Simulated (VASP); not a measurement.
# Si in VASP: convergence with empty bands

Crystal: Si.

```
Si
1.0
     2.63115    0.06747    0.03792
    -1.25714    2.22225    0.00923
     0.03569    0.03063    2.47361
Si
1
Direct
  0.01290 0.00631 0.99393
```

The cell isn't the ideal one: cell strained at random at fixed volume.

```yaml
Program: VASP 6.6.1
Task: single point
Functional: PBE
Potentials_or_basis: VASP PAW PBE potentials, release 64 (Si)
Cutoff: 520 eV
k_mesh: 9 × 9 × 8
Occupations: gaussian, width 0.02 eV
Spin: no spin polarisation
```

These are the settings of the first run; the series varies empty bands, with any setting tied to it.

Hardware: 1 thread of Intel(R) Xeon(R) Platinum 8488C (Sapphire Rapids) (shared host).

```csv
empty bands,"energy less the tightest run, at zero smearing (meV/atom)",SCF cycles,CPU time (s),peak memory (GiB)
1,0.00,11,5,0.13
2,0.00,11,6.2,0.13
3,0.00,11,7.8,0.13
4,0.00,11,9.6,0.13
6,0.00,11,14,0.13
10,0.00,11,20,0.15
16,0.00,11,30,0.16
```

Against the tightest run, the energy stays within 1 meV/atom from 1 on. The tightest run that finished is the yardstick and may itself not be fully converged.
